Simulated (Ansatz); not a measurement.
## Polymorphs of In₄Sb₃As

Method: Ansatz, DFT PBE, scalar-relativistic, plane waves, PAW. Settings: cutoff 420 eV, Γ-centred meshes spaced at most about 0.3 Å⁻¹, and about 0.25 Å⁻¹ or finer for metals (2π included), Gaussian smearing. No spin polarisation.

Formation energies are uncorrected and refer to the elements' standard structures at the same level.

Temperature and zero-point effects are left out. Larger cells and other orderings weren't all tried, so the list isn't exhaustive. For metals, differences of a few meV/atom aren't resolved. These runs have no spin–orbit coupling, which can matter for Sb. The zero gap of P-4m2, P-43m, P3m1 may come from the functional, which often closes small gaps. The reference form of As is held partly by dispersion forces, which this level lacks.

Invented guesses were relaxed alike, and ends that match in structure were merged. ΔE counts from the first row. Coordination counts As or Sb atoms around In (for each partner element, those within 1.25 times its shortest distance or 1.15 times the sum of covalent radii, where it is the nearest in units of that sum or under 1.3). The ends were matched against large subsets of the Crystallography Open Database and the Materials Project, so a missing match doesn't prove that a structure is unreported.

```json
{"#": "1", "reached from": "Sb and As ordered on zinc blende sites", "type and space group": "P-4m2 (No. 115)", "atoms": "8", "Å³/atom": "34.7", "coordination": "In 4", "ΔE (meV/atom)": "0", "gap on mesh (eV)": "0.00", "in databases": "no match"}
{"#": "2", "reached from": "Sb and As ordered on zinc blende sites", "type and space group": "P-43m (No. 215)", "atoms": "8", "Å³/atom": "34.7", "coordination": "In 4", "ΔE (meV/atom)": "0", "gap on mesh (eV)": "0.00", "in databases": "no match"}
{"#": "3", "reached from": "Sb and As ordered on wurtzite sites", "type and space group": "P3m1 (No. 156)", "atoms": "8", "Å³/atom": "34.8", "coordination": "In 4", "ΔE (meV/atom)": "13", "gap on mesh (eV)": "0.00", "in databases": "no match"}
{"#": "4", "reached from": "As/Sb ordered on a cell of InSb", "type and space group": "Cmm2 (No. 35)", "atoms": "8", "Å³/atom": "29.0", "coordination": "In 2", "ΔE (meV/atom)": "193", "gap on mesh (eV)": "0.00", "in databases": "no match"}
```

The first two are tied within the noise. The first: Space group P-4m2 (No. 115), tetragonal, a = 4.617 Å, c = 13.030 Å. In on its first site has 4 Sb at 2.85–2.86 Å; In on its second site has 2 As at 2.74 Å and 2 Sb at 2.86 Å; Sb on a site of symmetry 2mm is surrounded by 4 In at 2.85–2.86 Å; Sb on a site of symmetry -4m2 is surrounded by 4 In at 2.86 Å; As has 4 In at 2.74 Å. Its energy over the elements is −0.14 eV/atom. Whether it is stable depends on the other phases of the system, which aren't compared here. An observed structure of this formula, if there is one, may be missing.

Space group P-4m2 (No. 115). a = 4.617 Å, b = 4.617 Å, c = 13.030 Å, α = 90.00°, β = 90.00°, γ = 90.00°
| atom | site | symmetry | x | y | z |
| --- | --- | --- | --- | --- | --- |
| In | 2g | 2mm. | 0.5000 | 0.0000 | 0.6293 |
| In | 2g | 2mm. | 0.0000 | 0.5000 | 0.8873 |
| Sb | 2f | 2mm. | 0.5000 | 0.5000 | 0.2418 |
| Sb | 1d | -4m2 | 0.0000 | 0.0000 | 0.5000 |
| As | 1a | -4m2 | 0.0000 | 0.0000 | 0.0000 |

The second: Space group P-43m (No. 215), cubic, a = 6.526 Å. In is surrounded by 1 As at 2.73 Å and 3 Sb at 2.86 Å; around Sb lie 4 In at 2.86 Å; As is surrounded by 4 In at 2.73 Å. Counting As or Sb atoms around In, the first and the second both have In 4. Shaken at random and relaxed again, row 2 came back. Cells without such a test can be saddle points.

```xyz
8
Lattice="6.5262 0.0000 0.0000 0.0000 6.5262 0.0000 0.0000 0.0000 6.5262" Properties=species:S:1:pos:R:3 pbc="T T T"
In    1.5771    4.9490    1.5771
In    1.5771    1.5771    4.9490
In    4.9490    4.9490    4.9490
In    4.9490    1.5771    1.5771
Sb    0.0000    3.2631    3.2631
Sb    3.2631    3.2631    0.0000
Sb    3.2631    0.0000    3.2631
As    0.0000    0.0000    0.0000
```
